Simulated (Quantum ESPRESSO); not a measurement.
# FeO (Pm-3m) in Quantum ESPRESSO: notebook, part 2 of 3

Quantum ESPRESSO 7.5.

### 3 Phonons, LDA, collinear spin, ferromagnetic start

pw.in

```
&CONTROL
  calculation = 'scf'
  prefix = 'pwscf'
  outdir = './tmp'
  pseudo_dir = './pseudo'
  tprnfor = .true.
  tstress = .true.
  disk_io = 'low'
/
&SYSTEM
  ibrav = 0
  nat = 2
  ntyp = 2
  ecutwfc = 56
  ecutrho = 448
  nbnd = 21
  occupations = 'smearing'
  smearing = 'fd'
  degauss = 0.00367493
  nspin = 2
  starting_magnetization(1) = 0.1875
  starting_magnetization(2) = 0
/
&ELECTRONS
  conv_thr = 4d-10
  electron_maxstep = 120
  mixing_beta = 0.3
/
ATOMIC_SPECIES
Fe    55.8450 fe_lda_v1.5.uspp.F.UPF
O     15.9990 o_lda_v1.2.uspp.F.UPF
CELL_PARAMETERS angstrom
   2.6124696300    0.0000000000    0.0000000000
   0.0000000000    2.6124696300    0.0000000000
   0.0000000000    0.0000000000    2.6124696300
ATOMIC_POSITIONS crystal
Fe     0.0000000000    0.0000000000    0.0000000000
O      0.5000000000    0.5000000000    0.5000000000
K_POINTS automatic
8 8 8 1 1 1
```

scf2.in

```
&CONTROL
  calculation = 'scf'
  prefix = 'pwscf'
  outdir = './tmp'
  pseudo_dir = './pseudo'
  tprnfor = .true.
  tstress = .true.
  disk_io = 'low'
/
&SYSTEM
  ibrav = 0
  nat = 2
  ntyp = 2
  ecutwfc = 56
  ecutrho = 448
  nbnd = 21
  occupations = 'smearing'
  smearing = 'fd'
  degauss = 0.00367493
  nspin = 2
  starting_magnetization(1) = 0.1875
  starting_magnetization(2) = 0
/
&ELECTRONS
  conv_thr = 1d-13
  electron_maxstep = 120
  mixing_beta = 0.3
  startingpot = 'file'
  startingwfc = 'file'
/
ATOMIC_SPECIES
Fe    55.8450 fe_lda_v1.5.uspp.F.UPF
O     15.9990 o_lda_v1.2.uspp.F.UPF
CELL_PARAMETERS angstrom
   2.6124696300    0.0000000000    0.0000000000
   0.0000000000    2.6124696300    0.0000000000
   0.0000000000    0.0000000000    2.6124696300
ATOMIC_POSITIONS crystal
Fe     0.0000000000    0.0000000000    0.0000000000
O      0.5000000000    0.5000000000    0.5000000000
K_POINTS automatic
8 8 8 1 1 1
```

ph.in

```
phonons of FeO
&INPUTPH
  prefix = 'pwscf'
  outdir = './tmp'
  tr2_ph = 1d-18
  fildyn = 'dyn'
  niter_ph = 90
  alpha_mix(1) = 0.4
/
0.0000000000 0.0000000000 0.0000000000
```

dynmat.in

```
&INPUT
  fildyn = 'dyn'
  asr = 'crystal'
  filout = 'dynmat.disp'
  fileig = 'dynmat.eig'
/
```

Potentials or basis: GBRV 1.5 LDA.

Run with:

```console
OMP_NUM_THREADS=1 pw.x -in pw.in > pw.out
OMP_NUM_THREADS=1 pw.x -in scf2.in > scf2.out
OMP_NUM_THREADS=1 ph.x -in ph.in > ph.out
OMP_NUM_THREADS=1 dynmat.x -in dynmat.in > dynmat.out
```

pw.out:

```text
This program is part of the open-source Quantum ESPRESSO suite
     for quantum simulation of materials; please cite
[... 9 lines left out ...]
     --------------------
     sticks:   dense  smooth     PW     G-vecs:    dense   smooth      PW
     Sum         869     437    137                19309     6859    1237

     Using Slab Decomposition

     bravais-lattice index     =            0
     lattice parameter (alat)  =       4.9369  a.u.
     unit-cell volume          =     120.3235 (a.u.)^3
     number of atoms/cell      =            2
     number of atomic types    =            2
     number of electrons       =        22.00
     number of Kohn-Sham states=           21
     kinetic-energy cutoff     =      56.0000  Ry
     charge density cutoff     =     448.0000  Ry
     scf convergence threshold =      4.0E-10
     mixing beta               =       0.3000
     number of iterations used =            8  plain     mixing
     Exchange-correlation= SLA  PZ   NOGX NOGC
                           (   1   1   0   0   0   0   0)
[... 345 lines left out ...]
    35.6513  36.7966  36.7966  44.2938  44.2938
[... 111 lines left out ...]
   -69.0665 -35.7344 -35.7335 -35.7335  -1.1732   9.1357   9.1357   9.2944
    17.2174  17.2174  17.7253  18.2413  18.2413  22.8281  23.3890  23.3890
    33.1991  37.7314  37.7314  37.7513  50.5105

     the Fermi energy is    15.5780 ev

!    total energy              =    -282.52843134 Ry
     estimated scf accuracy    <          3.4E-10 Ry
     smearing contrib. (-TS)   =      -0.00005192 Ry
     internal energy E=F+TS    =    -282.52837942 Ry

     The total energy is F=E-TS. E is the sum of the following terms:
     one-electron contribution =    -121.92711242 Ry
     hartree contribution      =      74.53493006 Ry
     xc contribution           =     -36.13032279 Ry
     ewald contribution        =    -199.00587428 Ry

     total magnetization       =     4.00 Bohr mag/cell
     absolute magnetization    =     4.00 Bohr mag/cell

     convergence has been achieved in  12 iterations

     Forces acting on atoms (cartesian axes, Ry/au):

     atom    1 type  1   force =     0.00000000    0.00000000    0.00000000
     atom    2 type  2   force =     0.00000000    0.00000000    0.00000000

     Total force =     0.000000     Total SCF correction =     0.000000

     Computing stress (Cartesian axis) and pressure

          total   stress  (Ry/bohr**3)                   (kbar)     P=      -88.20
  -0.00059955   0.00000000   0.00000000          -88.20        0.00        0.00
   0.00000000  -0.00059955   0.00000000            0.00      -88.20        0.00
   0.00000000   0.00000000  -0.00059955            0.00        0.00      -88.20

=------------------------------------------------------------------------------=
   JOB DONE.
=------------------------------------------------------------------------------=
```

Run time: 3.1 min. Hardware: 1 thread of Arm Neoverse V1, shared host; peak memory 0.13 GiB.

What came out:

```
Free energy                                           : -3843.9951 eV
Pressure after relaxing                               : -8.8 GPa
Band gap on the k mesh                                : none (metal or under the smearing width)
Net moment                                            : 4.00 μB per cell
Absolute moment                                       : 4.00 μB per cell
Site moments                                          : Fe +3.41; O +0.43 μB
Valence electrons inside the program's atomic spheres : Fe 13.79; O 6.00
Highest phonon frequency at Γ                         : 109 cm⁻¹
```

Phonon frequencies in cm⁻¹ (negative: imaginary):
```tsv
q point	frequencies
(0.000, 0.000, 0.000)	-7 -7 -7 109 109 109
```

Optical modes at Γ, degenerate ones joined:
| cm⁻¹ | components | symmetry | active in |
| --- | --- | --- | --- |
| 110 | 3 | T1u | IR |

Caveat: the mesh is thin for the phonons of a metal; the cell is more than 3 GPa from zero pressure, which shifts response properties; a cell with one magnetic atom can't hold antiferromagnetic order, which such compounds often take; semilocal functionals often make such compounds metallic where correlation or magnetic order opens a gap, which also shifts bond lengths. With open d or f shells a metallic result of LDA can be an artefact of self-interaction; +U or a hybrid may open a gap.

### 4 Phonons, LDA, collinear spin, ferromagnetic start

pw.in is that of step 3.

scf2.in is that of step 3.

Edit ph.in of step 3 so:

```diff
@@ -9,2 +9,2 @@
 /
-0.0000000000 0.0000000000 0.0000000000
+0.5000000000 0.5000000000 0.0000000000
```

Potentials or basis: GBRV 1.5 LDA.

Run with:

```console
OMP_NUM_THREADS=1 pw.x -in pw.in > pw.out
OMP_NUM_THREADS=1 pw.x -in scf2.in > scf2.out
OMP_NUM_THREADS=1 ph.x -in ph.in > ph.out
```

pw.out:

```text
This program is part of the open-source Quantum ESPRESSO suite
     for quantum simulation of materials; please cite
[... 9 lines left out ...]
     --------------------
     sticks:   dense  smooth     PW     G-vecs:    dense   smooth      PW
     Sum         869     437    137                19309     6859    1237

     Using Slab Decomposition

     bravais-lattice index     =            0
     lattice parameter (alat)  =       4.9369  a.u.
     unit-cell volume          =     120.3235 (a.u.)^3
     number of atoms/cell      =            2
     number of atomic types    =            2
     number of electrons       =        22.00
     number of Kohn-Sham states=           21
     kinetic-energy cutoff     =      56.0000  Ry
     charge density cutoff     =     448.0000  Ry
     scf convergence threshold =      4.0E-10
     mixing beta               =       0.3000
     number of iterations used =            8  plain     mixing
     Exchange-correlation= SLA  PZ   NOGX NOGC
                           (   1   1   0   0   0   0   0)

     celldm(1)=   4.936852  celldm(2)=   0.000000  celldm(3)=   0.000000
     celldm(4)=   0.000000  celldm(5)=   0.000000  celldm(6)=   0.000000

     crystal axes: (cart. coord. in units of alat)
               a(1) = (   1.000000   0.000000   0.000000 )
               a(2) = (   0.000000   1.000000   0.000000 )
               a(3) = (   0.000000   0.000000   1.000000 )

     reciprocal axes: (cart. coord. in units 2 pi/alat)
               b(1) = (  1.000000  0.000000  0.000000 )
               b(2) = (  0.000000  1.000000  0.000000 )
               b(3) = (  0.000000  0.000000  1.000000 )

     PseudoPot. # 1 for Fe read from file:
     fe_lda_v1.5.uspp.F.UPF
     Pseudo is Ultrasoft + core correction, Zval = 16.0
     Generated by new atomic code, or converted to UPF format
     Using radial grid of  861 points,  6 beta functions with:
                l(1) =   0
                l(2) =   0
                l(3) =   1
                l(4) =   1
                l(5) =   2
                l(6) =   2
     Q(r) pseudized with  8 coefficients,  rinner =    1.000   1.000   1.000
                                                       1.000   1.000

     PseudoPot. # 2 for O  read from file:
     o_lda_v1.2.uspp.F.UPF
     Pseudo is Ultrasoft + core correction, Zval =  6.0
     Generated by new atomic code, or converted to UPF format
     Using radial grid of  737 points,  5 beta functions with:
                l(1) =   0
                l(2) =   0
                l(3) =   1
                l(4) =   1
                l(5) =   2
     Q(r) pseudized with  8 coefficients,  rinner =    0.900   0.900   0.900
                                                       0.900   0.900

     atomic species   valence    mass     pseudopotential
     Fe               16.00    55.84500     Fe( 1.00)
     O                 6.00    15.99900     O ( 1.00)

     Starting magnetic structure
     atomic species   magnetization
     Fe              0.188
     O               0.000

     48 Sym. Ops., with inversion, found

   Cartesian axes

     site n.     atom                  positions (alat units)
         1        Fe     tau(   1) = (   0.0000000   0.0000000   0.0000000  )
         2        O      tau(   2) = (   0.5000000   0.5000000   0.5000000  )

     number of k points=    20  Fermi-Dirac smearing, width (Ry)=  0.0037
                       cart. coord. in units 2pi/alat
        k(    1) = (   0.0625000   0.0625000   0.0625000), wk =   0.0156250
        k(    2) = (   0.0625000   0.0625000   0.1875000), wk =   0.0468750
        k(    3) = (   0.0625000   0.0625000   0.3125000), wk =   0.0468750
        k(    4) = (   0.0625000   0.0625000   0.4375000), wk =   0.0468750
        k(    5) = (   0.0625000   0.1875000   0.1875000), wk =   0.0468750
        k(    6) = (   0.0625000   0.1875000   0.3125000), wk =   0.0937500
[... 12 lines left out ...]
        k(   19) = (   0.3125000   0.4375000   0.4375000), wk =   0.0468750
        k(   20) = (   0.4375000   0.4375000   0.4375000), wk =   0.0156250

     Dense  grid:    19309 G-vectors     FFT dimensions: (  36,  36,  36)

     Smooth grid:     6859 G-vectors     FFT dimensions: (  24,  24,  24)

     Check: negative core charge=   -0.000032
     Generating pointlists ...
     new r_m :   0.3572 (alat units)  1.7636 (a.u.) for type    1
     new r_m :   0.3572 (alat units)  1.7636 (a.u.) for type    2

     Initial potential from superposition of free atoms

     starting charge      21.0000, renormalised to      22.0000
     Starting wfcs are   17 randomized atomic wfcs +    4 random wfcs

     Self-consistent Calculation

     iteration #  1     ecut=    56.00 Ry     beta= 0.30
     Davidson diagonalization with overlap
     ethr =  1.00E-02,  avg # of iterations =  5.0

     total energy              =    -282.36745158 Ry
     estimated scf accuracy    <       0.65145290 Ry

     total magnetization       =     3.89 Bohr mag/cell
     absolute magnetization    =     3.89 Bohr mag/cell

     iteration #  2     ecut=    56.00 Ry     beta= 0.30
     Davidson diagonalization with overlap
     ethr =  2.96E-03,  avg # of iterations =  1.6

     total energy              =    -282.45143840 Ry
     estimated scf accuracy    <       0.32729596 Ry

     total magnetization       =     2.89 Bohr mag/cell
     absolute magnetization    =     2.89 Bohr mag/cell
[... 81 lines left out ...]
     iteration # 11     ecut=    56.00 Ry     beta= 0.30
     Davidson diagonalization with overlap
     ethr =  3.80E-10,  avg # of iterations =  1.3

     total energy              =    -282.52843134 Ry
     estimated scf accuracy    <          2.1E-09 Ry

     total magnetization       =     4.00 Bohr mag/cell
     absolute magnetization    =     4.00 Bohr mag/cell

     iteration # 12     ecut=    56.00 Ry     beta= 0.30
     Davidson diagonalization with overlap
     ethr =  9.43E-12,  avg # of iterations =  1.7

     Magnetic moment per site  (integrated on atomic sphere of radius R)
     atom   1 (R=0.357)  charge= 13.7942  magn=  3.4138
     atom   2 (R=0.357)  charge=  5.9950  magn=  0.4269

     End of self-consistent calculation

 ------ SPIN UP ------------

          k = 0.0625 0.0625 0.0625 (   850 PWs)   bands (ev):

   -73.2608 -39.6113 -39.6105 -39.6105  -4.7510  10.6974  10.6974  11.5112
    12.3245  12.3245  13.3340  13.3340  13.4814  17.0037  30.2749  30.2749
    34.5355  35.7186  35.7186  43.5381  43.5381

          k = 0.0625 0.0625 0.1875 (   846 PWs)   bands (ev):

   -73.2564 -39.6536 -39.6073 -39.6068  -4.4334   9.4756  10.7564  11.2212
    11.6718  12.5844  13.1019  13.9283  14.1128  18.3477  28.7864  30.3975
    33.9028  34.7978  37.6685  41.2284  42.6045

          k = 0.0625 0.0625 0.3125 (   845 PWs)   bands (ev):

   -73.2501 -39.7138 -39.6020 -39.6016  -3.9279   7.7657  10.7182  11.0055
    11.3022  13.0836  13.2142  14.4577  14.8042  19.8456  26.3866  30.6520
    33.3170  33.4085  39.4424  40.6820  42.2262
[... 91 lines left out ...]
          k = 0.3125 0.4375 0.4375 (   859 PWs)   bands (ev):

   -73.2206 -39.7273 -39.7268 -39.6826  -2.2435   8.0882   8.0944   8.9521
    13.0513  13.7496  13.9364  14.5230  15.2022  21.7289  23.5640  23.6545
    33.4508  35.2404  36.7354  36.9944  50.2495

          k = 0.4375 0.4375 0.4375 (   870 PWs)   bands (ev):

   -73.2164 -39.7227 -39.7221 -39.7221  -1.9304   7.8453   7.8453   8.0497
    13.8540  13.8540  14.7940  15.2602  15.2602  21.8533  22.4199  22.4199
    31.6259  36.5510  36.5780  36.5780  49.7668

 ------ SPIN DOWN ----------

          k = 0.0625 0.0625 0.0625 (   850 PWs)   bands (ev):

   -69.1183 -35.6021 -35.6010 -35.6010  -4.0639  12.5120  12.5692  12.5692
    14.0621  14.0621  16.8919  16.8919  16.9362  18.0900  31.5206  31.5206
    35.6513  36.7966  36.7966  44.2938  44.2938

          k = 0.0625 0.0625 0.1875 (   846 PWs)   bands (ev):

   -69.1131 -35.6531 -35.5971 -35.5965  -3.7382  10.5583  12.5186  12.5815
    13.9862  14.9701  16.7548  17.1313  17.2156  19.4520  30.1129  31.5006
    34.9492  35.7425  38.5885  42.2400  43.4865

          k = 0.0625 0.0625 0.3125 (   845 PWs)   bands (ev):

   -69.1058 -35.7257 -35.5907 -35.5901  -3.2190   8.6544  12.3847  12.5285
    13.9996  16.0124  16.8127  17.3663  17.6447  20.9071  27.6982  31.4840
    34.1772  34.3950  40.6535  41.4836  43.2310
[... 91 lines left out ...]
          k = 0.3125 0.4375 0.4375 (   859 PWs)   bands (ev):

   -69.0714 -35.7401 -35.7395 -35.6865  -1.4872   9.2723   9.2747  10.2467
    16.0738  16.9565  17.0049  17.6847  18.1073  23.0000  24.6266  24.6783
    34.9450  36.3643  37.8526  38.1843  50.9604

          k = 0.4375 0.4375 0.4375 (   870 PWs)   bands (ev):

   -69.0665 -35.7344 -35.7335 -35.7335  -1.1732   9.1357   9.1357   9.2944
    17.2174  17.2174  17.7253  18.2413  18.2413  22.8281  23.3890  23.3890
    33.1991  37.7314  37.7314  37.7513  50.5105

     the Fermi energy is    15.5780 ev

!    total energy              =    -282.52843134 Ry
     estimated scf accuracy    <          3.4E-10 Ry
     smearing contrib. (-TS)   =      -0.00005192 Ry
     internal energy E=F+TS    =    -282.52837942 Ry

     The total energy is F=E-TS. E is the sum of the following terms:
     one-electron contribution =    -121.92711242 Ry
     hartree contribution      =      74.53493006 Ry
     xc contribution           =     -36.13032279 Ry
     ewald contribution        =    -199.00587428 Ry

     total magnetization       =     4.00 Bohr mag/cell
     absolute magnetization    =     4.00 Bohr mag/cell

     convergence has been achieved in  12 iterations

     Forces acting on atoms (cartesian axes, Ry/au):

     atom    1 type  1   force =     0.00000000    0.00000000    0.00000000
     atom    2 type  2   force =     0.00000000    0.00000000    0.00000000

     Total force =     0.000000     Total SCF correction =     0.000000

     Computing stress (Cartesian axis) and pressure

          total   stress  (Ry/bohr**3)                   (kbar)     P=      -88.20
  -0.00059955   0.00000000   0.00000000          -88.20        0.00        0.00
   0.00000000  -0.00059955   0.00000000            0.00      -88.20        0.00
   0.00000000   0.00000000  -0.00059955            0.00        0.00      -88.20

=------------------------------------------------------------------------------=
   JOB DONE.
=------------------------------------------------------------------------------=
```

Wall time 6.2 min (1 thread of Arm Neoverse V1, shared host); peak memory 0.13 GiB.

What came out:

| Item | Value |
| --- | --- |
| Free energy | -3843.9951 eV |
| Pressure after relaxing | -8.8 GPa |
| Band gap on the k mesh | none (metal or under the smearing width) |
| Net moment | 4.00 μB per cell |
| Absolute moment | 4.00 μB per cell |
| Site moments | Fe +3.41; O +0.43 μB |
| Valence electrons inside the program's atomic spheres | Fe 13.79; O 6.00 |
| Highest phonon frequency at the q point run | 411 cm⁻¹ |
| Most unstable mode | 238i cm⁻¹ |

Phonon frequencies in cm⁻¹ (negative: imaginary):
```csv
q point,frequencies
"(0.500, 0.500, 0.000)",-238 60 168 168 411 411
```

Phonon modes at q = (0.500, 0.500, 0.000) in reciprocal lattice units:
| mode | symmetry | cm⁻¹ |
| --- | --- | --- |
| 1 | B_1u | -238 |
| 2 | A_2u | 60 |
| 3 | E_u | 168 |
| 4 | E_u | 168 |
| 5 | E_u | 411 |
| 6 | E_u | 411 |

Caveat: the mesh is thin for the phonons of a metal; some modes are imaginary; the cell is more than 3 GPa from zero pressure, which shifts response properties; a cell with one magnetic atom can't hold antiferromagnetic order, which such compounds often take; semilocal functionals often make such compounds metallic where correlation or magnetic order opens a gap, which also shifts bond lengths.

(Part 2 of 3 ends here.)
